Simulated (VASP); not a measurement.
Input of a VASP 6.6.1 run:

The input POSCAR:

```
CsH
1.0
    3.8184085400      0.0000000000      0.0000000000
    0.0000000000      3.8184085400      0.0000000000
    0.0000000000      0.0000000000     21.5460213500
Cs H
3 3
Direct
    0.0000000000      0.0000000000      0.2784736867
    0.0000000000      0.0000000000      0.4556947373
    0.0000000000      0.0000000000      0.6329157880
    0.5000000000      0.5000000000      0.3670842120
    0.5000000000      0.5000000000      0.5443052627
    0.5000000000      0.5000000000      0.7215263133
```

INCAR.step1

```
SYSTEM = CsH
PREC = Accurate
ENCUT = 520
ISMEAR = 1
SIGMA = 0.1
LREAL = .FALSE.
LASPH = .TRUE.
NELM = 100
LDIPOL = .TRUE.
IDIPOL = 3
DIPOL = 0.5 0.5 0.500
NBANDS = 24
GGA = PE
ALGO = Normal
EDIFF = 1E-4
LWAVE = .TRUE.
LCHARG = .FALSE.
```

File INCAR.step2:

```
SYSTEM = CsH
PREC = Accurate
ENCUT = 520
EDIFF = 1E-6
ISMEAR = 1
SIGMA = 0.1
LREAL = .FALSE.
LASPH = .TRUE.
NELM = 100
ALGO = Normal
ISIF = 2
LWAVE = .FALSE.
LCHARG = .FALSE.
LDIPOL = .TRUE.
IDIPOL = 3
DIPOL = 0.5 0.5 0.500
METAGGA = R2SCAN
LMIXTAU = .TRUE.
NBANDS = 24
ISTART = 1
```

Contents of KPOINTS:

```
regular mesh
0
G
  4 4 1
  0 0 0
```

Potentials or basis: VASP PAW PBE potentials, release 64 (Cs_sv, H).

The run is started by

```sh
$ cat potpaw_PBE.64/Cs_sv/POTCAR potpaw_PBE.64/H/POTCAR > POTCAR
$ cp INCAR.step1 INCAR
$ mpirun -np 1 vasp_std > vasp.out
$ cp INCAR.step2 INCAR
$ mpirun -np 1 vasp_std > vasp.out
```

(1) Predict the largest force.

(2) Predict the band gap on the k mesh.

Results:

(1) 0.730 eV/Å.

(2) none (metal or under the smearing width).

Caveat: the k mesh is coarse (spacing up to 0.41 Å⁻¹), so the values aren't converged; the PAW data sets were made with another functional, which shifts forces and pressure a little.
